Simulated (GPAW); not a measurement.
Runs of GPAW 26.7.0 on BaTiO3. Symmetry: R3m, No. 160, trigonal system. The conventional cell has a = 5.655 Å, b = 5.655 Å, c = 6.955 Å, α = 90.00°, β = 90.00°, γ = 120.00°. Ba (site symmetry 3m) is surrounded by 12 O at 2.79 to 2.89 Å. Ti (site symmetry 3m) is surrounded by 6 O at 1.87 to 2.14 Å. O (site symmetry m) has 2 Ti at 1.87 to 2.14 Å as nearest neighbours. 

| task | level | potentials or basis | spin | U | k mesh | band path | band points | spin axis theta (degrees) | spin axis phi (degrees) | soc after scf | gap on the mesh (eV) | pressure (GPa) | largest force (eV/Å) |
| --- | --- | --- | --- | --- | --- | --- | --- | --- | --- | --- | --- | --- | --- |
| band structure | PBEsol+U | PAW data sets generated in the run's folder for this functional, pw | off | Ti d U = 3 eV | 5 × 5 × 5 | GLB1,BZGX,QFP1Z,LP | 60 | - | - | - | 2.84 | (b) | 0.84 |
| band structure | PBEsol+U | PAW data sets generated in the run's folder for this functional, pw | off | Ti d U = 8 eV | 5 × 5 × 5 | GLB1,BZGX,QFP1Z,LP | 60 | - | - | - | (a) | 4.9 | 1.99 |
| band structure | PBEsol | PAW data sets generated in the run's folder for this functional, pw | SOC, no magnetisation | - | 7 × 7 × 7 | GLB1,BZGX,QFP1Z,LP | 60 | 54.7 | 45 | second variation | 2.42 | 0.3 | 0.20 |
| band structure | PBEsol+U | PAW data sets generated in the run's folder for this functional, pw | off | Ti d U = 2 eV | 5 × 5 × 5 | GLB1,BZGX,QFP1Z,LP | 60 | - | - | - | 2.72 | 1.3 | (c) |
| band structure | PBEsol | PAW data sets generated in the run's folder for this functional, pw | off | - | 5 × 5 × 5 | GLB1,BZGX,QFP1Z,LP | 60 | - | - | - | 2.49 | 0.3 | 0.19 |
| single point | TB-mBJ | GPAW PAW data sets for LDA (gpaw-data 1.2.1), pw | off | - | 6 × 6 × 6 | - | - | - | - | - | 3.15 | - | - |
| band structure | PBEsol+U | PAW data sets generated in the run's folder for this functional, pw | off | Ti d U = 4 eV | 5 × 5 × 5 | GLB1,BZGX,QFP1Z,LP | 60 | - | - | - | 2.98 | 2.4 | 1.07 |
| band structure | PBEsol+U | PAW data sets generated in the run's folder for this functional, pw | off | Ti d U = 6 eV | 5 × 5 × 5 | GLB1,BZGX,QFP1Z,LP | 60 | - | - | - | 3.27 | 3.6 | 1.52 |
| band structure | PBEsol | PAW data sets generated in the run's folder for this functional, pw | off | - | 7 × 7 × 7 | GLB1,BZGX,QFP1Z,LP | 60 | - | - | - | 2.43 | 0.3 | 0.20 |
| band structure | PBEsol+U | PAW data sets generated in the run's folder for this functional, pw | off | Ti d U = 1 eV | 5 × 5 × 5 | GLB1,BZGX,QFP1Z,LP | 60 | - | - | - | 2.60 | 0.8 | 0.41 |

Alike in all rows: cell as given; cutoff (eV) 800; smearing fermi-dirac 0.05 eV.

Question: Fill in the values left out.

Answer: (a) 3.58; (b) 1.9; (c) 0.62.

Caveats: spin-orbit coupling is left out, which moves the levels of the heavy elements (some runs); the mesh misses the band edges, which the band path finds closer together (some runs); forces of over 1 eV/Å show positions far from the minimum, so gaps and moduli don't describe the material at rest (some runs); spin-orbit coupling was added after a scalar SCF, so levels and gaps hold it while energy, forces, pressure and moments don't (some runs); this program's spin-orbit splittings come out too wide for heavy elements (some runs); a model potential gives levels but no total energy (some runs); the PAW data sets were made with another functional, which shifts forces and pressure a little (some runs).

A k mesh can miss the band edges, and rows without SOC leave out spin-orbit coupling on Ba.
